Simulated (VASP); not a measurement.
# CdTe (F-43m) in VASP: a series of runs

The runs below take CdTe through single point, relaxation of cell and atoms, with PBE+D4, r2SCAN+rVV10, r2SCAN.

All numbers are computed with VASP 6.6.1; they aren't measurements. Logs are shortened: lines on timing, memory, paths and dates and some standing lists are left out, and cuts for length are marked.

**Experimental background.**

A printed reference work, data compilation reports, for a bulk crystal of CdTe at 0 K: band gap 1.607 eV.

How close the calculation comes is told below.

**1. The cell of the first run**

Symmetry: F-43m, No. 216, cubic system. The conventional cell has a = 6.515 Å, b = 6.515 Å, c = 6.515 Å, α = 90.00°, β = 90.00°, γ = 90.00°. Within 3.7 Å of Cd (site symmetry -43m) lie 4 Te at 2.82 Å. Within 3.7 Å of Te (site symmetry -43m) lie 4 Cd at 2.82 Å.

**2. Single point, PBE+D4**

File INCAR:

```
PREC = Accurate
ENCUT = 520
EDIFF = 1E-6
ISMEAR = 0
SIGMA = 0.01
LREAL = F
LASPH = T
NELM = 100
ALGO = Normal
ISIF = 2
LWAVE = F
LCHARG = T
GGA = PE
IVDW = 13
LELF = T
LVHAR = T
NBANDS = 16
```

File KPOINTS:

```
Automatic mesh
0
Gamma
  6 6 6
```

File POSCAR:

```
CdTe
1.0
    4.6069467562      0.0000000000      0.0000000000
    2.3034733781      3.9897329248      0.0000000000
    2.3034733781      1.3299109749      3.7615562750
Cd Te
1 1
Direct
    0.0000000000      0.0000000000      0.0000000000
    0.2500000000      0.2500000000      0.2500000000
```

Potentials or basis: VASP PAW PBE potentials, release 64 (Cd, Te).

Run with:

```sh
$ cat potpaw_PBE.64/Cd/POTCAR potpaw_PBE.64/Te/POTCAR > POTCAR
$ mpirun -np 1 vasp_std > vasp.out
```

OUTCAR:

```text
PREC = Accurate
   ENCUT = 520
   EDIFF = 1E-6
   ISMEAR = 0
   LREAL = F
   LASPH = T
   NELM = 100
   ISIF = 2
   GGA = PE
   IVDW = 13

 ion  position               nearest neighbor table
   1  0.000  0.000  0.000-   2 2.82   2 2.82   2 2.82   2 2.82
   2  0.250  0.250  0.250-   1 2.82   1 2.82   1 2.82   1 2.82

  LATTYP: Found a face centered cubic cell.
 ALAT       =     6.5152065838

  Lattice vectors:

 A1 = (   4.6069467562,   0.0000000000,   0.0000000000)
 A2 = (   2.3034733781,   3.9897329248,   0.0000000000)
 A3 = (   2.3034733781,   1.3299109749,   3.7615562750)

Analysis of symmetry for initial positions (statically):
=====================================================================
 Subroutine PRICEL returns:
 Original cell was already a primitive cell.

 Routine SETGRP: Setting up the symmetry group for a
 face centered cubic supercell.

 Subroutine GETGRP returns: Found 24 space group operations
 (whereof 24 operations were pure point group operations)
 out of a pool of 48 trial point group operations.

The static configuration has the point symmetry T_d .

Analysis of symmetry for dynamics (positions and initial velocities):
=====================================================================
 Subroutine PRICEL returns:
 Original cell was already a primitive cell.

 Routine SETGRP: Setting up the symmetry group for a
 face centered cubic supercell.

 Subroutine GETGRP returns: Found 24 space group operations
 (whereof 24 operations were pure point group operations)
 out of a pool of 48 trial point group operations.

The dynamic configuration has the point symmetry T_d .

 Subroutine INISYM returns: Found 24 space group operations
 (whereof 24 operations are pure point group operations),
 and found     1 'primitive' translations

----------------------------------------------------------------------------------------

                                     Primitive cell

  volume of cell :      69.1392

  direct lattice vectors                    reciprocal lattice vectors
     4.606946756  0.000000000  0.000000000     0.217063503 -0.125321672 -0.088615804
     2.303473378  3.989732925  0.000000000     0.000000000  0.250643344 -0.088615804
     2.303473378  1.329910975  3.761556275     0.000000000  0.000000000  0.265847412

  length of vectors
     4.606946756  4.606946756  4.606946756     0.265847412  0.265847412  0.265847412

  position of ions in fractional coordinates (direct lattice)
     0.000000000  0.000000000  0.000000000
     0.250000000  0.250000000  0.250000000

  ion indices of the primitive-cell ions
   primitive index   ion index
                 1           1
                 2           2

----------------------------------------------------------------------------------------

 KPOINTS: Automatic mesh

Automatic generation of k-mesh.
 Grid dimensions read from file:
 generate k-points for:    6    6    6

 Generating k-lattice:

  Cartesian coordinates                     Fractional coordinates (reciprocal lattice)
     0.036177250 -0.020886945 -0.014769301     0.166666667 -0.000000000 -0.000000000
     0.000000000  0.041773891 -0.014769301     0.000000000  0.166666667  0.000000000
     0.000000000  0.000000000  0.044307902     0.000000000  0.000000000  0.166666667

  Length of vectors
     0.044307902  0.044307902  0.044307902

  Shift w.r.t. Gamma in fractional coordinates (k-lattice)
     0.000000000  0.000000000  0.000000000

 Subroutine IBZKPT returns following result:
 ===========================================

 Found     16 irreducible k-points:

 Following reciprocal coordinates:
            Coordinates               Weight
  0.000000  0.000000  0.000000      1.000000
  0.166667  0.000000 -0.000000      8.000000
  0.333333  0.000000  0.000000      8.000000
  0.500000  0.000000  0.000000      4.000000
  0.166667  0.166667 -0.000000      6.000000
  0.333333  0.166667  0.000000     24.000000
[... 8 lines left out ...]
 -0.333333  0.333333  0.166667     24.000000
 -0.333333  0.500000  0.166667     12.000000
   k-points           NKPTS =     16   k-points in BZ     NKDIM =     16   number of bands    NBANDS=     16
   number of dos      NEDOS =    301   number of ions     NIONS =      2
   total plane-waves  NPLWV =  46656
   dimension x,y,z NGX =    36 NGY =   36 NGZ =   36
   dimension x,y,z NGXF=    72 NGYF=   72 NGZF=   72
   ions per type =               1   1
   NGX,Y,Z   is equivalent  to a cutoff of  12.99, 12.99, 12.99 a.u.
   NGXF,Y,Z  is equivalent  to a cutoff of  25.98, 25.98, 25.98 a.u.
 SYSTEM =  unknown system
   PREC   = accura    normal or accurate (medium, high low for compatibility)
   ISTART =      0    job   : 0-new  1-cont  2-samecut
   ICHARG =      2    charge: 1-file 2-atom 10-const
   ISPIN  =      1    spin polarized calculation?
   LNONCOLLINEAR =      F non collinear calculations
   LSORBIT =      F    spin-orbit coupling
   LASPH  =      T    aspherical Exc in radial PAW
   ENCUT  =  520.0 eV  38.22 Ry    6.18 a.u.   8.57  8.57  8.57*2*pi/ulx,y,z
   NELM   =    100;   NELMIN=  2; NELMDL= -5     # of ELM steps
   EDIFF  = 0.1E-05   stopping-criterion for ELM
   LREAL  =      F    real-space projection
   EDIFFG = 0.1E-04   stopping-criterion for IOM
   NSW    =      0    number of steps for IOM
   IBRION =     -1    ionic relax: 0-MD 1-quasi-New 2-CG
   NFREE  =      0    steps in history (QN), initial steepest desc. (CG)
   ISIF   =      2    stress and relaxation
   ISYM   =      2    0-nonsym 1-usesym 2-fastsym
   POTIM  = 0.5000    time-step for ionic-motion
   TEBEG  =    0.0;   TEEND  =   0.0 temperature during run
   PSTRESS=    0.0 pullay stress
   NELECT =      18.0000    total number of electrons
   NUPDOWN=      -1.0000    fix difference up-down
   EMIN   =  10.00;   EMAX   =-10.00  energy-range for DOS
   EFERMI =   0.00;   METHOD = LEGACY
   ISMEAR =     0;   SIGMA  =   0.01  broadening in eV -4-tet -1-fermi 0-gaus
   EFERMI_NEDOS =   21; number of points for ismear=-14 and -15
   IALGO  =     38    algorithm
   IMIX   =      4    mixing-type and parameters
     AMIX     =   0.40;   BMIX     =  1.00
     AMIX_MAG =   1.60;   BMIX_MAG =  1.00
  volume/ion in A,a.u.               =      34.57       233.29
  Fermi-wavevector in a.u.,A,eV,Ry     =   1.045340  1.975406 14.867565  1.092735
  Thomas-Fermi vector in A             =   2.180131
   LORBIT       =      0    0 simple, 1 ext, 2 COOP (PROOUT), +10 PAW based schemes
   GGA     = PE    functional components
   LHFCALC =     F    Hartree Fock is set to
   AEXX    =    0.0000 exact exchange contribution
   IVDW    =    13    specifies the selected vdW correction
   LEPSILON=     F    determine dielectric tensor
   LRPA    =     F    only Hartree local field effects (RPA)
 non-spin polarized calculation
 Gauss-broadening in eV      SIGMA  =   0.01
  energy-cutoff  :      520.00
  volume of cell :       69.14
 maximum number of plane-waves:      1874
 NGX is ok and might be reduce to    36
   NGX = 17   NGY = 17   NGZ = 17

 number of electron      18.0000001 magnetization

 Free energy of the ion-electron system (eV)
  ---------------------------------------------------
  ext. energy  EPLUGINS =         0.00000000
  ---------------------------------------------------
  free energy    TOTEN  =        -4.78591730 eV

  energy without entropy =       -4.78591730  energy(sigma->0) =       -4.78591730

 E-fermi :   2.2586     XC(G=0):  -8.5133

 val. band max:        2.2071677865   @ k =   0.0000   0.0000   0.0000
 cond. band min:       2.9291259843   @ k =   0.0000   0.0000   0.0000
 fundamental gap:      0.7219581979
 Fermi energy:         2.2585753028

 k-point     1 :       0.0000    0.0000    0.0000
  band No.  band energies     occupation
      1      -8.8762      2.00000
      2      -6.0289      2.00000
      3      -6.0289      2.00000
      4      -6.0289      2.00000
      5      -5.7802      2.00000
      6      -5.7802      2.00000
[... 8 lines left out ...]
     15      11.5358      0.00000
     16      11.5358      0.00000

 k-point     2 :       0.1667    0.0000   -0.0000
  band No.  band energies     occupation
      1      -8.7802      2.00000
      2      -6.0112      2.00000
      3      -6.0112      2.00000
      4      -5.9470      2.00000
      5      -5.7813      2.00000
      6      -5.7813      2.00000
[... 8 lines left out ...]
     15      10.6752      0.00000
     16      10.6752      0.00000

 k-point     3 :       0.3333    0.0000    0.0000
  band No.  band energies     occupation
      1      -8.5885      2.00000
      2      -5.9805      2.00000
      3      -5.9805      2.00000
      4      -5.7775      2.00000
      5      -5.7775      2.00000
      6      -5.6765      2.00000
[... 8 lines left out ...]
     15      11.0726      0.00000
     16      11.0726      0.00000

 k-point     4 :       0.5000    0.0000    0.0000
  band No.  band energies     occupation
      1      -8.4949      2.00000
      2      -5.9685      2.00000
      3      -5.9685      2.00000
      4      -5.7716      2.00000
      5      -5.7716      2.00000
      6      -5.4401      2.00000
[... 8 lines left out ...]
     15      12.4782      0.00000
     16      12.4782      0.00000
[... 172 lines left out ...]
 k-point    14 :       0.5000    0.3333    0.1667
  band No.  band energies     occupation
      1      -8.4676      2.00000
      2      -5.9378      2.00000
      3      -5.9303      2.00000
      4      -5.8188      2.00000
      5      -5.7681      2.00000
      6      -5.4710      2.00000
[... 8 lines left out ...]
     15      12.4406      0.00000
     16      13.5564      0.00000

 k-point    15 :      -0.3333    0.3333    0.1667
  band No.  band energies     occupation
      1      -8.4088      2.00000
      2      -5.9302      2.00000
      3      -5.9165      2.00000
      4      -5.8031      2.00000
      5      -5.7771      2.00000
      6      -5.2935      2.00000
[... 8 lines left out ...]
     15      12.6560      0.00000
     16      13.3419      0.00000

 k-point    16 :      -0.3333    0.5000    0.1667
  band No.  band energies     occupation
      1      -8.3801      2.00000
      2      -5.9030      2.00000
      3      -5.9028      2.00000
      4      -5.8252      2.00000
      5      -5.7678      2.00000
      6      -5.2476      2.00000
[... 8 lines left out ...]
     15      13.2088      0.00000
     16      13.5261      0.00000

------------------------ aborting loop because EDIFF is reached ----------------------------------------

  DFT-D4 for vdW energy calculation

  Edisp (eV):   -0.69884

  FORCE on cell =-STRESS in cart. coord.  units (eV):
  Direction    XX          YY          ZZ          XY          YZ          ZX
  --------------------------------------------------------------------------------------
  -------------------------------------------------------------------------------------
  Total       0.06365     0.06365     0.06365    -0.00000    -0.00000     0.00000
  in kB       1.47505     1.47505     1.47505    -0.00000    -0.00000     0.00000
  external pressure =        1.48 kB  Pullay stress =        0.00 kB

 VOLUME and BASIS-vectors are now :
 -----------------------------------------------------------------------------
  energy-cutoff  :      520.00
  volume of cell :       69.14
      direct lattice vectors                 reciprocal lattice vectors
     4.606946756  0.000000000  0.000000000     0.217063503 -0.125321672 -0.088615804
     2.303473378  3.989732925  0.000000000     0.000000000  0.250643344 -0.088615804
     2.303473378  1.329910975  3.761556275     0.000000000  0.000000000  0.265847412

 POSITION                                       TOTAL-FORCE (eV/Angst)
 -----------------------------------------------------------------------------------
      0.00000      0.00000      0.00000         0.000000     -0.000000      0.000000
      2.30347      1.32991      0.94039        -0.000000      0.000000     -0.000000
 -----------------------------------------------------------------------------------
    total drift:                               -0.000000     -0.000000     -0.000000

  FREE ENERGIE OF THE ION-ELECTRON SYSTEM (eV)
  ---------------------------------------------------
  free  energy   TOTEN  =        -5.4847534360 eV

  energy  without entropy=       -5.4847534360  energy(sigma->0) =       -5.48475344
```

Wall time 16 s (1 thread of Intel Xeon Platinum 8259CL at 2.50GHz (Skylake/Cascade Lake), shared host); peak memory 0.2 GiB.

Results:

```
Free energy                : -5.4848 eV
Pressure                   : 0.1 GPa
Band gap on the k mesh     : 0.72 eV, direct
Dispersion energy per atom : -0.349 eV
```

Caveat: spin-orbit coupling is left out, which moves the levels of the heavy elements.

**3. Single point, r2SCAN+rVV10**

File POSCAR:

```
CdTe
1.0
    4.6082846134      0.0000000000      0.0000000000
    2.3041423067      3.9908915431      0.0000000000
    2.3041423067      1.3302971810      3.7626486308
Cd Te
1 1
Direct
    0.0000000000      0.0000000000      0.0000000000
    0.2500000000      0.2500000000      0.2500000000
```

File INCAR.step1:

```
PREC = Accurate
ENCUT = 520
ISMEAR = 0
SIGMA = 0.01
LREAL = F
LASPH = T
NELM = 100
NBANDS = 16
GGA = PE
ALGO = Normal
EDIFF = 1E-4
LWAVE = T
LCHARG = F
```

File INCAR.step2:

```
PREC = Accurate
ENCUT = 520
EDIFF = 1E-7
ISMEAR = 0
SIGMA = 0.01
LREAL = F
LASPH = T
NELM = 100
ALGO = Normal
ISIF = 2
LWAVE = F
LCHARG = F
METAGGA = R2SCAN
LMIXTAU = T
LUSE_VDW = T
IVDW_NL = 2
BPARAM = 11.95
CPARAM = 0.0093
NBANDS = 16
ISTART = 1
```

File KPOINTS:

```
regular mesh
0
Gamma
  6 6 6
```

Potentials or basis: VASP PAW PBE potentials, release 64 (Cd, Te).

Run with:

```sh
$ cat potpaw_PBE.64/Cd/POTCAR potpaw_PBE.64/Te/POTCAR > POTCAR
$ cp INCAR.step1 INCAR
$ mpirun -np 1 vasp_std > vasp.out
$ cp INCAR.step2 INCAR
$ mpirun -np 1 vasp_std > vasp.out
```

Wall time 2.5 min (1 thread of Intel Xeon Platinum 8259CL at 2.50GHz (Skylake/Cascade Lake), shared host); peak memory 0.4 GiB.

It converged, with:

| Property | Result |
| --- | --- |
| Free energy | -46.0008 eV |
| Pressure | 0.3 GPa |
| Band gap on the k mesh | 1.17 eV, direct |

Levels at points of the mesh, in eV from the valence-band top:
| k point | band 5 | band 6 | band 7 | band 8 | band 9 | band 10 | band 11 | band 12 | band 13 | band 14 |
| --- | --- | --- | --- | --- | --- | --- | --- | --- | --- | --- |
| (0.00, 0.00, 0.00) | -8.22 | -8.22 | 0.00 | 0.00 | 0.00 | 1.17 | 5.02 | 5.02 | 5.02 | 7.79 |
| (0.50, 0.00, 0.00) | -8.21 | -7.86 | -4.42 | -0.77 | -0.77 | 2.18 | 5.55 | 5.55 | 7.28 | 9.08 |
| (0.50, 0.50, 0.00) | -8.19 | -7.72 | -4.28 | -1.87 | -1.87 | 2.83 | 2.95 | 9.29 | 9.71 | 9.71 |

Caveat: the PAW data sets were made with another functional, which shifts forces and pressure a little; spin-orbit coupling is left out, which moves the levels of the heavy elements.

**4. Single point, r2SCAN**

This run uses another cell than the first one, of 35.23 Å³/atom, 1.019 times its volume.

File POSCAR:

```
CdTe
1.0
    4.6362097136      0.0000000000      0.0000000000
    2.3181048568      4.0150753892      0.0000000000
    2.3181048568      1.3383584631      3.7854493796
Cd Te
1 1
Direct
    0.0000000000      0.0000000000      0.0000000000
    0.2500000000      0.2500000000      0.2500000000
```

File INCAR.step1:

```
SYSTEM = CdTe
PREC = Accurate
ENCUT = 520
ISMEAR = 0
SIGMA = 0.01
LREAL = .FALSE.
LASPH = .TRUE.
NELM = 80
NBANDS = 16
GGA = PE
ALGO = Normal
EDIFF = 1E-4
LWAVE = .TRUE.
LCHARG = .FALSE.
```

File INCAR.step2:

```
SYSTEM = CdTe
PREC = Accurate
ENCUT = 520
EDIFF = 1E-6
ISMEAR = 0
SIGMA = 0.01
LREAL = .FALSE.
LASPH = .TRUE.
NELM = 80
ALGO = Normal
ISIF = 2
LWAVE = .FALSE.
LCHARG = .FALSE.
METAGGA = R2SCAN
LMIXTAU = .TRUE.
NBANDS = 16
ISTART = 1
```

File KPOINTS:

```
Automatic mesh
0
G
  6 6 6
  0 0 0
```

Run with:

```sh
$ cat potpaw_PBE.64/Cd/POTCAR potpaw_PBE.64/Te/POTCAR > POTCAR
$ cp INCAR.step1 INCAR
$ mpirun -np 1 vasp_std > vasp.out
$ cp INCAR.step2 INCAR
$ mpirun -np 1 vasp_std > vasp.out
```

Wall time 57 s (1 thread of Intel Xeon Platinum 8259CL at 2.50GHz (Skylake/Cascade Lake), shared host); peak memory 0.22 GiB.

The run converged. Its results:

- Free energy: -46.6413 eV
- Pressure: 0.1 GPa
- Band gap on the k mesh: 1.16 eV, direct

Levels at points of the mesh, in eV from the valence-band top:
| k point | band 6 | band 7 | band 8 | band 9 | band 10 | band 11 | band 12 | band 13 |
| --- | --- | --- | --- | --- | --- | --- | --- | --- |
| (0.00, 0.00, 0.00) | -8.19 | 0.00 | 0.00 | 0.00 | 1.16 | 5.05 | 5.05 | 5.05 |
| (0.50, 0.00, 0.00) | -7.85 | -4.30 | -0.74 | -0.74 | 2.19 | 5.60 | 5.60 | 7.38 |
| (0.50, 0.50, 0.00) | -7.71 | -4.18 | -1.79 | -1.79 | 2.95 | 2.99 | 9.26 | 9.64 |

Caveat: the PAW data sets were made with another functional, which shifts forces and pressure a little; spin-orbit coupling is left out, which moves the levels of the heavy elements.

(Part 1 of 2 ends here.)
